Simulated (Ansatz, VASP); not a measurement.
## Si: VASP beside Ansatz

```
Si
1.0
     0.00000    1.51746    1.51746
     1.51746    0.00000    1.51746
     1.51746    1.51746    0.00000
Si
1
Direct
  0.00000 0.00000 0.00000
```

Change from the starting cell: volume scaled by 0.5, LAPW.

Alike in both runs: task single point; functional LDA; k mesh 18 × 18 × 18; occupations fermi-dirac, width 0.08 eV; no spin polarisation.

|  | VASP | Ansatz |
| --- | --- | --- |
| version | VASP 6.6.1 | Ansatz 0.2.0 |
| potentials or method | VASP PAW LDA potentials, release 64 (Si), cutoff 520 eV | all-electron LAPW, scalar-relativistic |

|  | VASP | Ansatz | Ansatz less VASP |
| --- | --- | --- | --- |
| pressure (GPa) | 285.4 | 284.7 | -0.70 |

Ansatz ran all-electron here, so the differences hold the error of VASP's frozen core and of both bases.

Caveats: the cell as given lies far from equilibrium; so large a pressure means that the cell lies far from this level's equilibrium, or that cutoff or potentials fall short (VASP).
